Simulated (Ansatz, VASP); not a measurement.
**Two plane-wave programs on BaZrO3**

```
CELL_PARAMETERS angstrom
4.18066 0.00000 0.00000
0.00000 4.18066 0.00000
0.00000 0.00000 4.18066
ATOMIC_POSITIONS crystal
Ba 0.00000 0.00000 0.00000
Zr 0.50000 0.50000 0.50000
O 0.50000 0.50000 0.00000
O 0.50000 0.00000 0.50000
O 0.00000 0.50000 0.50000
```

The cell was built by a generator and isn't the measured one.

Alike in both runs: task relaxation of the atoms; functional PBEsol; k mesh 6 × 6 × 6; occupations gaussian, width 0.02 eV; no spin polarisation.

|  | VASP | Ansatz |
| --- | --- | --- |
| version | VASP 6.6.1 | Ansatz 0.2.0 |
| potentials or method | VASP PAW PBE potentials, release 64 (Ba_sv, Zr_sv, O) | scalar-relativistic, plane waves, PAW |
| plane-wave cutoff (eV) | 520 | 420 |
| valence electrons in the cell | 40 | 40 |

Ansatz gave:

| Quantity | Value |
| --- | --- |
| gap on the k mesh at the Fermi level, each at its own relaxed structure (eV) | 3.17 |

Estimate VASP's values.

gap on the k mesh at the Fermi level, each at its own relaxed structure (eV): 3.12.

Ansatz warned: «stress_scf_threshold_loose».

Caveats: the relaxation stopped at its first step, so nothing moved; spin-orbit coupling is left out, which moves the levels of the heavy elements. A k mesh can miss the band edges. Expect the measured gap to be larger: semilocal functionals such as PBEsol lack the derivative discontinuity.
